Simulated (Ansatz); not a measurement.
Run this with Ansatz 0.2.0, Python API and show what comes out.

`transition_ba.py`:
```python
import ansatz as az
import numpy as np
from tabulate import tabulate


def sc(a_site, a):
    return (
        az.Lattice.cubic(a)
        .space_group(221)
        .atom(a_site, (0, 0, 0))
    )


def diamond(a_site, a):
    return (
        az.Lattice.fcc(a)
        .space_group(227, origin_choice=1)
        .atom(a_site, (0, 0, 0))
        .primitive()
    )


def compute(name, crystal, pressure=0.0):
    calc = (
        crystal.calculation()
        .functional('rpbe')
        .basis(420, xc_grid=1)
        .accuracy('low')
        .mixing('msr1', preconditioner='kerker')
        .kpoints(spacing=0.3)
        .occupations('gaussian', width=0.1)
    )
    calc = calc.relax(force_tolerance=0.03, max_steps=40, cell=True, pressure=pressure)
    return calc.run(threads=1)


def volume_per_atom(outcome):
    return abs(np.linalg.det(outcome.lattice.cell_ang)) / len(outcome.lattice.sites)

phases = {}
phases['sc'] = sc('Ba', 4.11)
phases['diamond'] = diamond('Ba', 8.68)

pressures = [0, 15, 30, 45]
enthalpy, volume = {name: [] for name in phases}, {name: [] for name in phases}
for p in pressures:
    for name, crystal in phases.items():
        o = compute(name, crystal, pressure=p)
        volume[name].append(volume_per_atom(o))
        enthalpy[name].append(o.report['energy_sigma0_ev'] / len(o.lattice.sites) + p * volume[name][-1] / 160.21766)
gap = np.array(enthalpy['diamond']) - np.array(enthalpy['sc'])
rows = [(p, va, vb, 1000 * d) for p, va, vb, d in zip(pressures, volume['sc'], volume['diamond'], gap)]
print(tabulate(rows, headers=['P (GPa)', 'V sc (A^3/atom)', 'V diamond (A^3/atom)', 'H(diamond) - H(sc) (meV/atom)'], floatfmt='.4f', tablefmt='github'))
crossings = [p0 - g0 * (p1 - p0) / (g1 - g0) for p0, p1, g0, g1 in zip(pressures, pressures[1:], gap, gap[1:]) if g0 * g1 < 0]
print('crossing near', [round(float(p), 1) for p in crossings], 'GPa') if crossings else print('no crossing in this range')
```

`python transition_ba.py` gives:
```text
|   P (GPa) |   V sc (A^3/atom) |   V diamond (A^3/atom) |   H(diamond) - H(sc) (meV/atom) |
|-----------|-------------------|------------------------|---------------------------------|
|         0 |           66.2320 |                97.8301 |                        697.9424 |
|        15 |           31.6062 |                37.7751 |                        933.9376 |
|        30 |           25.4607 |                32.5146 |                       1582.1181 |
|        45 |           23.1453 |                29.4369 |                       2206.6965 |
no crossing in this range
```

Reading the output:
- These settings explore the input space; cutoff and mesh may be short of convergence.
- At a fixed pressure a relaxation lowers the enthalpy F + PV, while F alone can rise.
- The meshes are coarse for the metals among these phases, whose energies can be off by up to 40 meV an atom.
- Only these two structures are compared, at zero temperature and with their symmetry kept; either may be hypothetical, and another phase may be lower than both. Differences under about 40 meV an atom lie within the error of mesh and functional.
- The cells are prototypes set up for this calculation and needn't exist.
- It ran for 74 s on 1 thread of Arm Neoverse V1 (shared host), peak memory 0.45 GiB.
